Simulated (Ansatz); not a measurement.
All-electron LAPW in Ansatz 0.2.0 under PBE, scalar-relativistic, energies extrapolated to zero smearing. Slabs are 1×1 cells cut from bulk crystals relaxed on PAW files, with atoms then relaxed, 16 to 20 Å of vacuum, a dipole correction, k spacings of 0.16 to 0.26 Å⁻¹ and smearing of 0.02 to 0.1 eV, without spin–orbit coupling or spin polarisation. The bulk type named needn't be the stable one, and no reconstruction is allowed.

```json
{"slab": "hcp Mg (0001), 3 layers", "area (Å²)": "8.87", "γ (J/m²)": "0.58", "Φ (eV)": "3.76", "Δd12 (%)": "?"}
{"slab": "bcc Mg (110), 4 layers", "area (Å²)": "9.06", "γ (J/m²)": "0.58", "Φ (eV)": "3.77", "Δd12 (%)": "1.3"}
{"slab": "hcp Mg (0001), 1 layer", "area (Å²)": "8.87", "γ (J/m²)": "0.58", "Φ (eV)": "?", "Δd12 (%)": "–"}
```

Task: Give the missing entry: row "hcp Mg (0001), 3 layers", column "Δd12 (%)".

Result: 1.7.

Task: Fill in "Φ (eV)" for the row "hcp Mg (0001), 1 layer".

Result: 3.45.
